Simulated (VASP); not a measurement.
Crystal: HfO2.

```
CELL_PARAMETERS angstrom
0.00000 2.50939 2.50939
2.50939 0.00000 2.50939
2.50939 2.50939 0.00000
ATOMIC_POSITIONS crystal
Hf 0.00000 0.00000 0.00000
O 0.75000 0.75000 0.75000
O 0.25000 0.25000 0.25000
```

Measurements of this composition are mostly on another form, of space group No. 14.

Base run:

```yaml
Program: VASP 6.6.1
Functional: PBEsol
Potentials_or_basis: VASP PAW PBE potentials, release 64 (Hf_pv, O)
Cutoff: 520 eV
k_mesh: 12 × 12 × 12
Occupations: gaussian, width 0.02 eV
Spin: no spin polarisation
```

Its results: band gap on the k mesh 3.75 eV, direct; pressure 0.3 GPa.

Q: The run is repeated on the same cell with these changes: potentials or basis from VASP PAW PBE potentials, release 64 (Hf_pv, O) to VASP PAW PBE potentials, release 64 (Hf_pv, O_h); cutoff from 520 eV to 900 eV; k mesh from 12 × 12 × 12 to 8 × 8 × 8. What comes out?

A: Band gap on the k mesh 3.75 eV, direct; pressure -0.3 GPa.

Caveats: the PAW data sets were made with another functional, which shifts forces and pressure a little; spin-orbit coupling is left out, which moves the levels of the heavy elements; the cutoff is under 1.25 times the usual one of these potentials, so pressure, stress and relaxed cells hold a basis-set (Pulay) error (some runs).

A k mesh can miss the band edges.
